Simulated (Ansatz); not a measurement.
SrTe in the rocksalt structure, relaxed with r2SCAN: the symmetry is Fm-3m (No. 225, cubic); conventional cell a = 6.706 Å, 37.69 Å³ an atom. Around Sr lie 6 Te at 3.35 Å; around Te lie 6 Sr at 3.35 Å. One-shot G0W0@PBE in the plane-wave code Ansatz on a 4×4×4 mesh (contour deformation, no spin-orbit coupling), from a PBE gap of 1.763 eV over the mesh points (the G0W0 gap is indirect on the mesh); the number N of bands summed and the screening cutoff rise together. Spin-unpolarised throughout; all numbers are computed.

```csv
N,cutoff (eV),1000/N,G0W0 gap (eV)
135,80,7.407,2.759
296,140,3.378,2.894
```

**Lay a straight line in 1000/N through these rows.** The slope is -0.0335 eV per unit of 1000/N and the intercept 3.007 eV.

**Predict the gap at N = 533 (210 eV).** 3.007 + (-0.0335) × 1.876 = 2.944 eV; the run gives 2.940 eV, -0.004 eV from the line.

**With that run's result added, what limit do the last two rows suggest?** Their slope is (2.940 − 2.894)/(1.876 − 3.378) = -0.0306, which meets 1/N = 0 at 3.00 eV, against 3.007 eV from the first line. The two lines nearly agree; the k mesh isn't extrapolated.

Spin-orbit coupling is left out, which matters wherever the heavy atoms make up the band edges.
